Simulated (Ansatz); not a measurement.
Wires are cut from relaxed bulk Sn (Fd-3m, 36.84 Å³/atom, gap on the mesh 0.00 eV); atoms and period are relaxed, and energies count from that bulk. Caps count from half an H2 molecule.

Method: DFT PBE, scalar-relativistic, plane waves, PAW in Ansatz.

Cutoff 420 eV; k points 1×1×12 on the computed 14-atom cell (Γ-centred); Gaussian smearing, width 0.05 eV; no spin polarisation.

Start ([110] wire, 6 host atoms a period with H caps):

```xyz
14
Lattice="16.5000 0.0000 0.0000 0.0000 16.3000 0.0000 0.0000 0.0000 4.7055" Properties=species:S:1:pos:R:3 pbc="T T T"
Sn    8.2500    7.3182    0.0000
Sn   10.6028    8.9818    0.0000
Sn    5.8972   10.6455    2.3528
Sn    8.2500    5.6545    2.3528
Sn   10.6028   10.6455    2.3528
Sn    5.8972    8.9818    0.0000
H    12.0071    7.9888    0.0000
H     7.3016   11.6385    2.3528
H     4.4929   11.6385    2.3528
H     6.8456    4.6615    2.3528
H     9.6544    4.6615    2.3528
H     9.1984   11.6385    2.3528
H    12.0071   11.6385    2.3528
H     4.4929    7.9888    0.0000
```

Task: Relax it.

Result: The free energy falls by 10 meV/atom.

```
excess energy (eV per host atom)                      : 0.542
line energy (eV/Å)                                    : 0.691
period (Å)                                            : 4.706
gap on the mesh (eV)                                  : 1.57
highest filled level or Fermi level under vacuum (eV) : 5.18
```

Relaxed structure:
```yaml
crystal:
  lattice:
    - [16.50000, 0.00000, 0.00000]
    - [0.00000, 16.30000, 0.00000]
    - [0.00000, 0.00000, 4.70591]
  atoms:
    - { symbol: Sn, position: [0.50000, 0.45576, 0.00000] }
    - { symbol: Sn, position: [0.64280, 0.55275, 0.00000] }
    - { symbol: Sn, position: [0.34212, 0.64790, 0.50000] }
    - { symbol: Sn, position: [0.50000, 0.35764, 0.50000] }
    - { symbol: Sn, position: [0.65788, 0.64790, 0.50000] }
    - { symbol: Sn, position: [0.35720, 0.55275, 0.00000] }
    - { symbol: H, position: [0.72291, 0.48351, 0.00000] }
    - { symbol: H, position: [0.41702, 0.72228, 0.50000] }
    - { symbol: H, position: [0.24999, 0.69907, 0.50000] }
    - { symbol: H, position: [0.41582, 0.29398, 0.50000] }
    - { symbol: H, position: [0.58418, 0.29398, 0.50000] }
    - { symbol: H, position: [0.58298, 0.72228, 0.50000] }
    - { symbol: H, position: [0.75001, 0.69907, 0.50000] }
    - { symbol: H, position: [0.27709, 0.48351, 0.00000] }
```

Each run keeps its start's symmetry and one magnetic start, so lower states can exist.

The run took 69 s on 4 threads of Intel(R) Xeon(R) 6975P-C (Granite Rapids), with other jobs on the host, peak memory 2.1 GiB.